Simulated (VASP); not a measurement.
# WSe2 in VASP: a series of runs

Runs on WSe2. Level: r2SCAN. Tasks: relaxation of shape and atoms at fixed volume, single point.

Everything below comes from runs of VASP 6.6.1. Logs are shortened: lines on timing, memory, paths and dates and some standing lists are left out, and cuts for length are marked.

## Step 1: The slab as given

The cell holds a slab with vacuum, 3 atoms: a = 3.318 Å, b = 3.318 Å, c = 21.325 Å, α = 90.00°, β = 90.00°, γ = 120.00°.

## Step 2: Relaxation of shape and atoms at fixed volume, r2SCAN

INCAR reads:

```
SYSTEM = WSe2
  PREC = Accurate
  ENCUT = 520
  EDIFF = 1E-7
  ISMEAR = 0
  SIGMA = 0.05
  LREAL = .FALSE.
  LASPH = .TRUE.
  NELM = 80
  ALGO = Normal
  ISIF = 4
  LWAVE = .FALSE.
  LCHARG = .FALSE.
  LDIPOL = .TRUE.
  IDIPOL = 3
  DIPOL = 0.5 0.5 0.500
  METAGGA = R2SCAN
  LMIXTAU = .TRUE.
  IBRION = 2
  NSW = 100
  EDIFFG = -0.003
```

KPOINTS reads:

```
regular mesh
0
G
  12 12 1
  0 0 0
```

POSCAR reads:

```
WSe2
1.0
    3.3178532700      0.0000000000      0.0000000000
   -1.6589266300      2.8733452200      0.0000000000
    0.0000000000      0.0000000000     21.3252245550
W Se
1 2
Direct
    0.6666666700      0.3333333300      0.5000240677
    0.3333333300      0.6666666700      0.5779645848
    0.3333333300      0.6666666700      0.4220354152
```

Potentials or basis: VASP PAW PBE potentials, release 64 (W_sv, Se).

The run is started by

```
$ cat potpaw_PBE.64/W_sv/POTCAR potpaw_PBE.64/Se/POTCAR > POTCAR
$ mpirun -np 1 vasp_std > vasp.out
```

OUTCAR:

```text
SYSTEM = WSe2
   PREC = Accurate
   ENCUT = 520
   EDIFF = 1E-7
   ISMEAR = 0
   LREAL = .FALSE.
   LASPH = .TRUE.
   NELM = 80
   ISIF = 4
   METAGGA = R2SCAN
   IBRION = 2
   NSW = 100
   EDIFFG = -0.003

 ion  position               nearest neighbor table
   1  0.667  0.333  0.500-   2 2.54   2 2.54   2 2.54   3 2.54   3 2.54   3 2.54
   2  0.333  0.667  0.578-   1 2.54   1 2.54   1 2.54
   3  0.333  0.667  0.422-   1 2.54   1 2.54   1 2.54

  LATTYP: Found a hexagonal cell.
 ALAT       =     3.3178532700
 C/A-ratio  =     6.4274164104

  Lattice vectors:

 A1 = (   3.3178532700,   0.0000000000,   0.0000000000)
 A2 = (  -1.6589266300,   2.8733452200,   0.0000000000)
 A3 = (   0.0000000000,   0.0000000000,  21.3252245550)

Analysis of symmetry for initial positions (statically):
=====================================================================
 Subroutine PRICEL returns:
 Original cell was already a primitive cell.

 Routine SETGRP: Setting up the symmetry group for a
 hexagonal supercell.

 Subroutine GETGRP returns: Found  6 space group operations
 (whereof  6 operations were pure point group operations)
 out of a pool of 24 trial point group operations.

The static configuration has the point symmetry C_3v.

Analysis of symmetry for dynamics (positions and initial velocities):
=====================================================================
 Subroutine PRICEL returns:
 Original cell was already a primitive cell.

 Routine SETGRP: Setting up the symmetry group for a
 hexagonal supercell.

 Subroutine GETGRP returns: Found  6 space group operations
 (whereof  6 operations were pure point group operations)
 out of a pool of 24 trial point group operations.

The dynamic configuration has the point symmetry C_3v.

 Subroutine INISYM returns: Found  6 space group operations
 (whereof  6 operations are pure point group operations),
 and found     1 'primitive' translations

----------------------------------------------------------------------------------------

                                     Primitive cell

  volume of cell :     203.3006

  direct lattice vectors                    reciprocal lattice vectors
     3.317853270  0.000000000  0.000000000     0.301399706  0.174013201  0.000000000
    -1.658926630  2.873345220  0.000000000     0.000000000  0.348026402  0.000000000
     0.000000000  0.000000000 21.325224555     0.000000000  0.000000000  0.046892824

  length of vectors
     3.317853270  3.317853269 21.325224555     0.348026402  0.348026402  0.046892824

  position of ions in fractional coordinates (direct lattice)
     0.666666670  0.333333330  0.500024068
     0.333333330  0.666666670  0.577964585
     0.333333330  0.666666670  0.422035415

  ion indices of the primitive-cell ions
   primitive index   ion index
                 1           1
                 2           2
                 3           3

----------------------------------------------------------------------------------------

 KPOINTS: regular mesh

Automatic generation of k-mesh.
 Grid dimensions read from file:
 generate k-points for:   12   12    1

 Generating k-lattice:

  Cartesian coordinates                     Fractional coordinates (reciprocal lattice)
     0.025116642  0.014501100  0.000000000     0.083333333  0.000000000  0.000000000
     0.000000000  0.029002200  0.000000000     0.000000000  0.083333333  0.000000000
     0.000000000  0.000000000  0.046892824     0.000000000  0.000000000  1.000000000

  Length of vectors
     0.029002200  0.029002200  0.046892824

  Shift w.r.t. Gamma in fractional coordinates (k-lattice)
     0.000000000  0.000000000  0.000000000

 Subroutine IBZKPT returns following result:
 ===========================================

 Found     19 irreducible k-points:

 Following reciprocal coordinates:
            Coordinates               Weight
  0.000000  0.000000  0.000000      1.000000
  0.083333  0.000000  0.000000      6.000000
  0.166667  0.000000  0.000000      6.000000
  0.250000  0.000000  0.000000      6.000000
  0.333333  0.000000  0.000000      6.000000
  0.416667  0.000000  0.000000      6.000000
[... 11 lines left out ...]
  0.333333  0.250000  0.000000     12.000000
  0.333333  0.333333  0.000000      2.000000
   k-points           NKPTS =     19   k-points in BZ     NKDIM =     19   number of bands    NBANDS=     17
   number of dos      NEDOS =    301   number of ions     NIONS =      3
   total plane-waves  NPLWV = 125440
   dimension x,y,z NGX =    28 NGY =   28 NGZ =  160
   dimension x,y,z NGXF=    56 NGYF=   56 NGZF=  320
   ions per type =               1   2
   NGX,Y,Z   is equivalent  to a cutoff of  14.03, 14.03, 12.47 a.u.
   NGXF,Y,Z  is equivalent  to a cutoff of  28.06, 28.06, 24.95 a.u.
 SYSTEM =  WSe2
   PREC   = accura    normal or accurate (medium, high low for compatibility)
   ISTART =      0    job   : 0-new  1-cont  2-samecut
   ICHARG =      2    charge: 1-file 2-atom 10-const
   ISPIN  =      1    spin polarized calculation?
   LNONCOLLINEAR =      F non collinear calculations
   LSORBIT =      F    spin-orbit coupling
   LASPH  =      T    aspherical Exc in radial PAW
   ENCUT  =  520.0 eV  38.22 Ry    6.18 a.u.   6.17  6.17 39.65*2*pi/ulx,y,z
   NELM   =     80;   NELMIN=  2; NELMDL= -5     # of ELM steps
   EDIFF  = 0.1E-06   stopping-criterion for ELM
   LREAL  =      F    real-space projection
   EDIFFG = -.3E-02   stopping-criterion for IOM
   NSW    =    100    number of steps for IOM
   IBRION =      2    ionic relax: 0-MD 1-quasi-New 2-CG
   NFREE  =      1    steps in history (QN), initial steepest desc. (CG)
   ISIF   =      4    stress and relaxation
   ISYM   =      2    0-nonsym 1-usesym 2-fastsym
   POTIM  = 0.5000    time-step for ionic-motion
   TEBEG  =    0.0;   TEEND  =   0.0 temperature during run
   PSTRESS=    0.0 pullay stress
   NELECT =      26.0000    total number of electrons
   NUPDOWN=      -1.0000    fix difference up-down
   EMIN   =  10.00;   EMAX   =-10.00  energy-range for DOS
[... 5 lines left out ...]
     AMIX     =   0.40;   BMIX     =  1.00
     AMIX_MAG =   1.60;   BMIX_MAG =  1.00
  volume/ion in A,a.u.               =      67.77       457.31
  Fermi-wavevector in a.u.,A,eV,Ry     =   0.824808  1.558662  9.256165  0.680309
  Thomas-Fermi vector in A             =   1.936558
   LORBIT       =      0    0 simple, 1 ext, 2 COOP (PROOUT), +10 PAW based schemes
   METAGGA = R2SCAN    functional components
   LHFCALC =     F    Hartree Fock is set to
   AEXX    =    0.0000 exact exchange contribution
   IVDW    =     0    specifies the selected vdW correction
   LEPSILON=     F    determine dielectric tensor
   LRPA    =     F    only Hartree local field effects (RPA)
 conjugate gradient relaxation of ions
 non-spin polarized calculation
 Gauss-broadening in eV      SIGMA  =   0.05
  energy-cutoff  :      520.00
  volume of cell :      203.30
 maximum number of plane-waves:      5504
 NGX is ok and might be reduce to    28
   NGX = 13   NGY = 13   NGZ = 79

--------------------------------------- Ionic step        1  -------------------------------------------

 number of electron      25.9999996 magnetization

 dipolmoment           0.000000      0.000000      0.000040 electrons x Angstroem

 Free energy of the ion-electron system (eV)
  ---------------------------------------------------
  ext. energy  EPLUGINS =         0.00000000
  ---------------------------------------------------
  free energy    TOTEN  =       -81.75087486 eV

  energy without entropy =      -81.75087486  energy(sigma->0) =      -81.75087486

------------------------ aborting loop because EDIFF is reached ----------------------------------------

  FORCE on cell =-STRESS in cart. coord.  units (eV):
  Direction    XX          YY          ZZ          XY          YZ          ZX
  --------------------------------------------------------------------------------------
  -------------------------------------------------------------------------------------
  Total       -0.0421267     -0.0421267     -0.0374520     -0.0000000      0.0000000      0.0000000
  in kB       -0.3319938     -0.3319938     -0.2951530     -0.0000000      0.0000000      0.0000000
  external PRESSURE =      -0.3197135 kB  Pullay stress =       0.0000000 kB
[... 137 lines left out ...]
--------------------------------------- Ionic step        5  -------------------------------------------

 number of electron      25.9999996 magnetization

 dipolmoment           0.000000     -0.000000     -0.000003 electrons x Angstroem

 Free energy of the ion-electron system (eV)
  ---------------------------------------------------
  ext. energy  EPLUGINS =         0.00000000
  ---------------------------------------------------
  free energy    TOTEN  =       -81.75089390 eV

  energy without entropy =      -81.75089390  energy(sigma->0) =      -81.75089390

 E-fermi :  -1.6387     XC(G=0):  -3.7711

 val. band max:       -2.0112933550   @ k =   0.3333   0.3333   0.0000
 cond. band min:      -0.3764964416   @ k =   0.3333   0.3333   0.0000
 fundamental gap:      1.6347969135
 Fermi energy:        -1.6386971163

 k-point     1 :       0.0000    0.0000    0.0000
  band No.  band energies     occupation
      1     -78.0230      2.00000
      2     -41.5977      2.00000
      3     -41.4980      2.00000
      4     -41.4980      2.00000
      5     -17.3910      2.00000
      6     -16.0325      2.00000
[... 9 lines left out ...]
     16       1.2461      0.00000
     17       1.2461      0.00000
[... 345 lines left out ...]
      3     -41.6448      2.00000
      4     -41.5469      2.00000
      5     -15.0860      2.00000
      6     -14.9321      2.00000
[... 9 lines left out ...]
     16       1.6921      0.00000
     17       3.1973      0.00000

------------------------ aborting loop because EDIFF is reached ----------------------------------------

 vacuum level on the upper side and lower side of the slab       (xc-potential included)         0.012         0.011

  FORCE on cell =-STRESS in cart. coord.  units (eV):
  Direction    XX          YY          ZZ          XY          YZ          ZX
  --------------------------------------------------------------------------------------
  -------------------------------------------------------------------------------------
  Total       -0.0302913     -0.0302913     -0.0175288     -0.0000000      0.0000000      0.0000000
  in kB       -0.2387207     -0.2387207     -0.1381415     -0.0000000      0.0000000      0.0000000
  external PRESSURE =      -0.2051943 kB  Pullay stress =       0.0000000 kB

 VOLUME and BASIS-vectors are now :
 -----------------------------------------------------------------------------
  energy-cutoff  :      520.00
  volume of cell :      203.30
      direct lattice vectors                 reciprocal lattice vectors
     3.317625978 -0.000000000 -0.000000000     0.301420355  0.174025122  0.000000000
    -1.658812984  2.873148379 -0.000000000     0.000000000  0.348050246 -0.000000000
    -0.000000000  0.000000000 21.328146657     0.000000000  0.000000000  0.046886399
[... 9 lines left out ...]
  FREE ENERGIE OF THE ION-ELECTRON SYSTEM (eV)
  ---------------------------------------------------
  free  energy   TOTEN  =       -81.7508939000 eV

  energy  without entropy=      -81.7508939000  energy(sigma->0) =      -81.75089390

 reached required accuracy - stopping structural energy minimisation

 vacuum level on the upper side and lower side of the slab         3.318         3.319
```

It took 33 min on 1 thread of AMD EPYC 7R13 (Zen 3), shared host; peak memory 0.4 GiB.

Results:

* Free energy: -81.7509 eV
* Energy gained by relaxing: 0.0 meV/atom
* Ionic steps: 5
* Band gap on the k mesh: 1.63 eV, direct

Forces on the atoms (eV/Å):
```
W    0.000  0.000  0.001
Se   0.000  0.000 -0.002
Se   0.000  0.000  0.001
```

Final structure:
```yaml
crystal:
  lattice:
    - [3.31763, 0.00000, 0.00000]
    - [-1.65881, 2.87315, 0.00000]
    - [0.00000, 0.00000, 21.32815]
  atoms:
    - { symbol: W, position: [0.66667, 0.33333, 0.50001] }
    - { symbol: Se, position: [0.33333, 0.66667, 0.57795] }
    - { symbol: Se, position: [0.33333, 0.66667, 0.42207] }
```

Levels at points of the mesh, in eV from the valence-band top:
```csv
k point,band 9,band 10,band 11,band 12,band 13,band 14,band 15,band 16,band 17
"(0.00, 0.00, 0.00)",-2.55,-2.22,-1.38,-1.38,-0.25,3.08,3.08,3.26,3.26
"(0.50, 0.00, 0.00)",-4.36,-3.19,-2.22,-1.10,-1.02,2.49,2.89,4.05,4.63
```

Caveat: the PAW data sets were made with another functional, which shifts forces and pressure a little; spin-orbit coupling is left out, which moves the levels of the heavy elements. r2SCAN opens gaps a little over a GGA but as a rule still falls short of measured ones.

## Step 3: Single point, r2SCAN

INCAR reads:

```
SYSTEM = WSe2
PREC     = Accurate       ! precision mode
ENCUT    = 520            ! plane-wave cutoff, eV
EDIFF    = 1E-7           ! SCF threshold, eV
ISMEAR   = 0              ! smearing method
SIGMA    = 0.05           ! smearing width, eV
LREAL    = .FALSE.        ! projectors in reciprocal space
LASPH    = .TRUE.         ! aspherical terms in the spheres
NELM     = 80             ! most SCF steps
ALGO     = Normal         ! electronic algorithm
ISIF     = 2              ! what is computed and relaxed
LWAVE    = .FALSE.        ! write WAVECAR
LCHARG   = .FALSE.        ! write CHGCAR
LDIPOL   = .TRUE.       
IDIPOL   = 3            
DIPOL    = 0.5 0.5 0.500
METAGGA  = R2SCAN         ! meta-GGA
LMIXTAU  = .TRUE.       
NBANDS   = 20             ! bands
LVHAR    = .TRUE.       
LVACPOTAV= .TRUE.
```

KPOINTS reads:

```
regular mesh
0
G
  18 18 1
  0 0 0
```

POSCAR reads:

```
WSe2                                    
1.0
    3.3176259779     -0.0000000000     -0.0000000000
   -1.6588129840      2.8731483793     -0.0000000000
   -0.0000000000      0.0000000000     21.3281466566
  W               Se            
     1     2
Direct
     0.6666666699999979    0.3333333300000021    0.5000065899347557
     0.3333333300000021    0.6666666699999979    0.5779487830653264
     0.3333333300000021    0.6666666699999979    0.4220686946999145
```

Potentials or basis: VASP PAW PBE potentials, release 64 (W_sv, Se).

The run is started by

```
$ cat potpaw_PBE.64/W_sv/POTCAR potpaw_PBE.64/Se/POTCAR > POTCAR
$ mpirun -np 1 vasp_std > vasp.out
```

It took 44 min on 1 thread of AMD EPYC 7R13 (Zen 3), shared host; peak memory 0.42 GiB.

It converged, with:

```yaml
Free_energy: -81.7509 eV
Band_gap_on_the_k_mesh: 1.63 eV, direct
Ionisation_potential_of_the_upper_face: 5.32 eV
```

Levels at points of the mesh, in eV from the valence-band top:
```csv
k point,band 10,band 11,band 12,band 13,band 14,band 15,band 16,band 17
"(0.00, 0.00, 0.00)",-2.22,-1.38,-1.38,-0.25,3.08,3.08,3.26,3.26
"(0.50, 0.00, 0.00)",-3.19,-2.23,-1.10,-1.02,2.49,2.89,4.05,4.63
```

Caveat: the PAW data sets were made with another functional, which shifts forces and pressure a little; spin-orbit coupling is left out, which moves the levels of the heavy elements. r2SCAN opens gaps a little over a GGA but as a rule still falls short of measured ones.
